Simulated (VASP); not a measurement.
# KTaO₃ in VASP 6.6.1, single-point calculation

INCAR

```
LWAVE = .FALSE.
EDIFF = 1E-8
PREC = Accurate
NSW = 0
LREAL = .FALSE.
IBRION = -1
SIGMA = 0.01
NBANDS = 27
ISMEAR = 0
GGA = CA
ENCUT = 520
LASPH = .TRUE.
ISIF = 2
NELM = 72
LCHARG = .FALSE.
```

KPOINTS

```
KPOINTS created by Atomic Simulation Environment
0
Gamma
3 3 3
0 0 0
```

POSCAR

```
K  Ta O
 1.0000000000000000
     3.9901311115727016    0.0000000000000000    0.0000000000000000
     0.0000000000000000    3.9901311115727016    0.0000000000000000
     0.0000000000000000    0.0000000000000000    3.9901311115727016
 K   Ta  O
   1   1   3
Cartesian
 -0.0000000000000000 -0.0000000000000000 -0.0000000000000000
  1.9950655557863506  1.9950655557863506  1.9950655557863506
  1.9950655557863506  1.9950655557863506  0.0000000000000000
  1.9950655557863506 -0.0000000000000000  1.9950655557863506
  0.0000000000000000  1.9950655557863506  1.9950655557863506
```

The recommended LDA PAW datasets give the neutral cell 38 valence electrons.

Command

```
mpirun -np 1 vasp_std
```

OSZICAR

```
N       E                     dE             d eps       ncg     rms          rms(c)
DAV:   1     0.321031193997E+03    0.32103E+03   -0.21645E+04   216   0.145E+03
DAV:   2    -0.337041471422E+02   -0.35474E+03   -0.34327E+03   247   0.407E+02
DAV:   3    -0.528657052291E+02   -0.19162E+02   -0.19067E+02   264   0.906E+01
DAV:   4    -0.533282864636E+02   -0.46258E+00   -0.46187E+00   368   0.126E+01
DAV:   5    -0.533303240513E+02   -0.20376E-02   -0.20373E-02   277   0.769E-01    0.338E+01
DAV:   6    -0.452847104897E+02    0.80456E+01   -0.35287E+01   252   0.391E+01    0.134E+01
DAV:   7    -0.450027968377E+02    0.28191E+00   -0.17809E+00   287   0.849E+00    0.884E+00
DAV:   8    -0.449057188547E+02    0.97078E-01   -0.36420E-01   266   0.475E+00    0.182E+00
DAV:   9    -0.448943233719E+02    0.11395E-01   -0.30950E-02   263   0.129E+00    0.215E-01
DAV:  10    -0.448929813057E+02    0.13421E-02   -0.77437E-03   288   0.578E-01    0.651E-02
DAV:  11    -0.448929648972E+02    0.16408E-04   -0.55481E-04   282   0.149E-01    0.224E-02
DAV:  12    -0.448929670039E+02   -0.21066E-05   -0.12437E-05   330   0.273E-02    0.731E-03
DAV:  13    -0.448929670583E+02   -0.54486E-07   -0.87185E-07   280   0.662E-03    0.455E-03
DAV:  14    -0.448929669954E+02    0.62903E-07   -0.28790E-07   274   0.425E-03    0.475E-04
DAV:  15    -0.448929669972E+02   -0.17917E-08   -0.20028E-08   250   0.924E-04
   1 F= -.44892967E+02 E0= -.44892967E+02  d E =-.330039E-41
```

From OUTCAR

```
k-points           NKPTS =      4   k-points in BZ     NKDIM =      4   number of bands    NBANDS=     27

   NELECT =      38.0000    total number of electrons

   dimension x,y,z NGX =    30 NGY =   30 NGZ =   30
   dimension x,y,z NGXF=    60 NGYF=   60 NGZF=   60

  energy-cutoff  :      520.00
  volume of cell :       63.53
      direct lattice vectors                 reciprocal lattice vectors
     3.990131112  0.000000000  0.000000000     0.250618331  0.000000000  0.000000000
     0.000000000  3.990131112  0.000000000     0.000000000  0.250618331  0.000000000
     0.000000000  0.000000000  3.990131112     0.000000000  0.000000000  0.250618331

 k-points in reciprocal lattice and weights: KPOINTS created by Atomic Simulation Env
   0.00000000  0.00000000  0.00000000       0.037
   0.33333333  0.00000000  0.00000000       0.222
   0.33333333  0.33333333  0.00000000       0.444
   0.33333333  0.33333333  0.33333333       0.296

 E-fermi :   1.3427

 k-point     1 :       0.0000    0.0000    0.0000
  band No.  band energies     occupation
      1     -32.4882      2.00000
      2     -32.4882      2.00000
      3     -32.4882      2.00000
      4     -25.3481      2.00000
      5     -15.7177      2.00000
      6     -14.9781      2.00000
      7     -14.9781      2.00000
      8      -9.1505      2.00000
      9      -9.1505      2.00000
     10      -9.1505      2.00000
     11      -0.9002      2.00000
     12      -0.9002      2.00000
     13      -0.9002      2.00000
     14       0.4625      2.00000
     15       0.4625      2.00000
     16       0.4625      2.00000
     17       0.9135      2.00000
     18       0.9135      2.00000
     19       0.9135      2.00000
     20       3.4832      0.00000
     21       3.4832      0.00000
     22       3.4832      0.00000
     23       7.8894      0.00000
     24       8.2052      0.00000
     25       8.2052      0.00000
     26       9.2837      0.00000
     27       9.2837      0.00000

 k-point     2 :       0.3333    0.0000    0.0000
  band No.  band energies     occupation
      1     -32.5550      2.00000
      2     -32.4855      2.00000
      3     -32.4855      2.00000
      4     -25.3248      2.00000
      5     -15.6110      2.00000
      6     -14.9588      2.00000
      7     -14.3470      2.00000
      8      -9.1196      2.00000
      9      -9.1196      2.00000
     10      -9.0282      2.00000
     11      -3.1632      2.00000
     12      -1.0216      2.00000
     13      -1.0216      2.00000
     14      -0.5840      2.00000
     15      -0.5840      2.00000
     16      -0.4348      2.00000
     17       0.0891      2.00000
     18       0.7129      2.00000
     19       0.7129      2.00000
     20       3.6032      0.00000
     21       5.7142      0.00000
     22       5.7142      0.00000
     23       8.2354      0.00000
     24       9.2561      0.00000
     25      10.1771      0.00000
     26      10.3851      0.00000
     27      11.3302      0.00000

 ...

  Total       -1.7631620     -1.7631620     -1.7631620     -0.0000000     -0.0000000      0.0000000
  in kB      -44.4673557    -44.4673557    -44.4673557     -0.0000000     -0.0000000      0.0000000
  external PRESSURE =     -44.4673557 kB  Pullay stress =       0.0000000 kB

 POSITION                                       TOTAL-FORCE (eV/Angst)
 -----------------------------------------------------------------------------------
      0.00000      0.00000      0.00000         0.000000      0.000000      0.000000
      1.99507      1.99507      1.99507         0.000000      0.000000      0.000000
      1.99507      1.99507      0.00000         0.000000      0.000000      0.000000
      1.99507      0.00000      1.99507         0.000000      0.000000      0.000000
      0.00000      1.99507      1.99507         0.000000      0.000000      0.000000
 -----------------------------------------------------------------------------------
    total drift:                                0.000000      0.000000     -0.000000

  FREE ENERGIE OF THE ION-ELECTRON SYSTEM (eV)
  ---------------------------------------------------
  free  energy   TOTEN  =       -44.8929669972 eV

  energy  without entropy=      -44.8929669972  energy(sigma->0) =      -44.89296700
```

It converged. Results: gap between bands v and c on the k mesh 2.23 eV; least direct gap on the k mesh 2.57 eV; pressure -4.4 GPa. Band v is the last that the valence electrons fill when counted band by band, and c is the next.

These settings aren't sound, so the numbers aren't properties of the crystal.

On sound settings LDA gives a gap of 2.02 eV on its mesh and a pressure of -4.7 GPa for the intended cell.

The run took about 3.9 s on one core of a shared host (Intel Xeon 6975P-C) and held 0.15 GiB at most.
